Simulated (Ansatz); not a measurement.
**Li2S (Fm-3m): a single-point run**

The task is a single-point run on Li2S (Fm-3m). The structure is shown as the input types it.

Program: Ansatz 0.2.0. Level of theory: DFT r2SCAN, scalar-relativistic, plane waves, PAW. These are calculated values, not measurements.

1 further run of the same task is left out (it didn't finish). Runs told in other sessions of the task aren't counted.

## Step 1: The starting structure

The structure is cubic, space group Fm-3m (No. 225). The conventional cell has a = 5.691 Å, b = 5.691 Å, c = 5.691 Å, α = 90.00°, β = 90.00°, γ = 90.00°. Around Li (site symmetry -43m) lie 4 S at 2.46 Å. S (site symmetry m-3m) is surrounded by 8 Li at 2.46 Å.

Coordinates:

```cif
data_structure
_symmetry_space_group_name_H-M 'Fm-3m'
_symmetry_Int_Tables_number 225
_cell_length_a 5.6907
_cell_length_b 5.6907
_cell_length_c 5.6907
_cell_angle_alpha 90.000
_cell_angle_beta 90.000
_cell_angle_gamma 90.000
_cell_volume 184.29
loop_
_atom_site_label
_atom_site_type_symbol
_atom_site_symmetry_multiplicity
_atom_site_Wyckoff_symbol
_atom_site_fract_x
_atom_site_fract_y
_atom_site_fract_z
_atom_site_occupancy
Li1 Li 8 c 0.25000 0.75000 0.75000 1
S1 S 4 a 0.00000 0.00000 0.00000 1
```

## Step 2: The calculation

input.yaml

```yaml
crystal:
  lattice:
    - [0.0, 2.8453387179, 2.8453387179]
    - [2.8453387179, 0.0, 2.8453387179]
    - [2.8453387179, 2.8453387179, 0.0]
  atoms:
    - { symbol: Li, position: [0.25, 0.25, 0.25] }
    - { symbol: Li, position: [0.75, 0.75, 0.75] }
    - { symbol: S, position: [0.0, 0.0, 0.0] }
basis:
  ecutwfc: 500
  ecutrho_ratio: 4
kpoints:
  mp_grid: { grid: [8, 8, 8] }
hamiltonian:
  xc: r2scan
scf:
  occupations: { method: gaussian, width: 0.05 }
  max_iter: 50
output:
  forces: true
  stress: true
magnetization:
  spin_polarized: true
  initial_magnetization: 1
```

The run is started by

```
ansatz run input.yaml --threads 4 --pin off --max-ram 7168MiB --backend cpu --events-out ev --progress --plain --runs-dir out
```

What happens when this is run?

The run converged and reported no error, with warnings (seeded moment not kept, stability check not made). Its log warns: «the starting moments were not kept: the SCF closed with an absolute magnetisation of 2.9e-6 μB, where they sum to 1 μB in size (3 sites) ...»

In the input, magnetization.spin_polarized is true; magnetization.initial_magnetization is 1. A typed moment is only a start; here the run ends at the energy of the run without it (within 1 meV an atom), so the result stands.

No remedy is needed.
